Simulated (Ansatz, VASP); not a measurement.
# KTaO3: VASP and Ansatz over several settings

```xyz
5
Lattice="3.9883 0.0000 0.0000 0.0000 3.9883 0.0000 0.0000 0.0000 3.9883" Properties=species:S:1:pos:R:3 pbc="T T T"
Ta    0.0000    0.0000    0.0000
K     1.9942    1.9942    1.9942
O     0.0000    0.0000    1.9942
O     0.0000    1.9942    0.0000
O     1.9942    0.0000    0.0000
```

Single points on this cell with VASP 6.6.1 and Ansatz 0.2.0. Each row is one pair of runs. Alike in all rows: spin: off; k mesh: 7 × 7 × 7; VASP's potentials, cutoff: VASP PAW PBE potentials, release 64 (Ta_pv, K_sv, O), 520 eV; Ansatz's potentials, cutoff: Ansatz PAW, 420 eV.

```csv
level,smearing,"gap on the k mesh at the Fermi level (eV), VASP","gap on the k mesh at the Fermi level (eV), Ansatz","least direct gap on the mesh (eV), VASP","least direct gap on the mesh (eV), Ansatz","pressure (GPa), VASP","pressure (GPa), Ansatz"
PBE,"fermi-dirac, width 0.05 eV",2.23,2.28,2.80,2.83,6.1,5.4
PBE,"gaussian, width 0.013 eV",2.23,2.28,2.80,2.83,6.1,5.4
PBE,"gaussian, width 0.014 eV",2.23,2.28,2.80,2.83,6.1,5.4
PBE,"gaussian, width 0.011 eV",2.23,2.28,2.80,2.83,6.1,5.4
```

Gap on the k mesh at the fermi level (eV): the two programs differ by at most 0.047; least direct gap on the mesh (eV): the two programs differ by at most 0.036; pressure (GPa): the two programs differ by at most 0.67.

Caveats: spin-orbit coupling is left out, which moves the levels of the heavy elements; an odd mesh through Γ misses points on the zone boundary, where band edges often lie (VASP); odd divisions of the mesh miss points on the zone boundary, where band edges often lie, so the gap on the mesh can be too wide (Ansatz); the pressure holds a Pulay correction of +0.6 GPa for the finite cutoff (Ansatz).
